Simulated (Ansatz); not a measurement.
A 2-atom cell of RbBr started from a crystallographic database was relaxed with 5 functionals in Ansatz, cell and atoms free, the symmetry of the start kept (meshes: PBE 6×6×6, r2SCAN 6×6×6, PBEsol 6×6×6, LDA 6×6×6, HSE06 4×4×4). Calculated for a static, non-magnetic cell.

The LDA result:
```
Rb Br
1.0
     0.00000    3.33459    3.33459
     3.33459    0.00000    3.33459
     3.33459    3.33459    0.00000
Rb Br
1 1
Direct
  0.00000 0.00000 0.00000
  0.50000 0.50000 0.50000
```

It is cubic, Fm-3m (No. 225); conventional cell a = 6.669 Å, 37.08 Å³ an atom. Rb is surrounded by 6 Br at 3.33 Å; Br is surrounded by 6 Rb at 3.33 Å.

(1) Order the functionals by the relaxed volume, smallest first.
A. LDA
B. r2SCAN
C. PBE
D. HSE06
E. PBEsol

(2) How does the cell change with PBEsol?

(3) How does the cell change with PBE?

(4) Held at the r2SCAN cell, what mean stress do LDA and PBE find, and does its sign point to their own minimum?

Results:

(1) A (37.08 Å³/atom), E (40.11 Å³/atom), B (41.45 Å³/atom), D (42.40 Å³/atom), C (43.19 Å³/atom).

(2) a = 6.846 Å; the volume differs by +8.2 % from LDA's. Rb is surrounded by 6 Br at 3.42 Å; Br is surrounded by 6 Rb at 3.42 Å.

(3) a = 7.017 Å; the volume differs by +16.5 % from LDA's. Rb has 6 Br at 3.51 Å; Br has 6 Rb at 3.51 Å.

(4) Yes. LDA -1.55 GPa, and its relaxed volume is -10.5 % from r2SCAN's; PBE +0.54 GPa, and its relaxed volume is +4.2 % from r2SCAN's. Compression counts positive, so a positive stress asks for a larger cell.
